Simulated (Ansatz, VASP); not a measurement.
## Two plane-wave programs on SnO

```
Sn O
1.0
     3.79259    0.00000    0.00000
     0.00000    3.79259    0.00000
     0.00000    0.00000    4.80597
Sn O
2 2
Direct
  0.00000 0.50000 0.23892
  0.50000 0.00000 0.76108
  0.50000 0.50000 0.00000
  0.00000 0.00000 0.00000
```

Change from the starting cell: uniaxial_z strain +1.0%.

Alike in both runs: task single point; functional r2SCAN; k mesh 6 × 6 × 6; occupations fermi-dirac, width 0.02 eV; no spin polarisation.

```csv
,VASP,Ansatz
version,VASP 6.6.1,Ansatz 0.2.0
potentials or method,"VASP PAW PBE potentials, release 64 (Sn_d, O)","plane waves, PAW"
plane-wave cutoff (eV),520,500
valence electrons in the cell,40,40
```

|  | VASP | Ansatz | Ansatz less VASP |
| --- | --- | --- | --- |
| pressure (GPa) | 1.6 | 1.0 | -0.61 |
| largest component of the traceless stress (GPa) | 0.21 | 0.16 | -0.045 |
| rms of the force components (eV/Å) | 0.050 | 0.010 | -0.0408 |

Atom by atom the forces differ by 0.060 eV/Å (rms over components).

Caveats: the PAW data sets were made with another functional, which shifts forces and pressure a little (VASP).
